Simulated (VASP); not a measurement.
Set up this calculation in VASP 6.6.1, as the native input.

| Quantity | Value |
| --- | --- |
| Task | relaxation of cell and atoms |
| Functional | LDA |
| Potentials or basis | VASP PAW LDA potentials, release 64 (Fe) |
| Cutoff | 600 eV |
| k mesh | 13 × 13 × 13 |
| Occupations | fermi-dirac, width 0.05 eV |
| Spin | collinear spin, ferromagnetic start |
| Starting moments | [3.0] μB |
| Further INCAR settings | ALGO = Fast; EDIFF = 1e-06; IBRION = 2; EDIFFG = -0.005; NSW = 40; ISIF = 3 |

The structure of Fe lies in POSCAR:

```
Fe
1.0
   -1.4430000000      1.4430000000      1.4430000000
    1.4430000000     -1.4430000000      1.4430000000
    1.4430000000      1.4430000000     -1.4430000000
Fe
1
Direct
    0.0000000000      0.0000000000      0.0000000000
```

One way to write it, as run:

INCAR

```
ALGO = Fast
EDIFF = 1E-6
EDIFFG = -0.005
ENCUT = 600
IBRION = 2
ISIF = 3
ISMEAR = -1
ISPIN = 2
LASPH = T
LCHARG = F
LMAXMIX = 4
LORBIT = 11
LREAL = F
LWAVE = F
MAGMOM = 3
NELM = 150
NSW = 40
PREC = Accurate
SIGMA = 0.05
```

KPOINTS

```
k-points
0
Gamma
  13 13 13
```

Potentials or basis: VASP PAW LDA potentials, release 64 (Fe).

Command:

```console
$ cat potpaw_LDA.64/Fe/POTCAR > POTCAR
$ mpirun -np 1 vasp_std > vasp.out
```

Results of the run:

| Item | Value |
| --- | --- |
| Relaxed volume | 10.38 Å³/atom |
| Relaxed cell | a = 2.380 Å, b = 2.380 Å, c = 2.380 Å, α = 109.47°, β = 109.47°, γ = 109.47° |
| Space group after relaxing (to 0.05 Å) | Im-3m (No. 229) |
| Energy gained by relaxing | 161.1 meV/atom |
| Ionic steps | 7 |
| Pressure after relaxing | 0.0 GPa |
| Band gap on the k mesh | none (metal or under the smearing width) |
| Net moment | 1.98 μB per cell |
| Site moments | Fe +1.95 μB |
| Valence electrons inside the program's atomic spheres | Fe 7.48 |

Caveat: the volume moved by -14 % from the deposited cell, more than functionals usually miss.

Run time: 64 s on 1 thread of Intel(R) Xeon(R) 6975P-C (Granite Rapids), with other jobs on the host, peak memory 0.14 GiB.
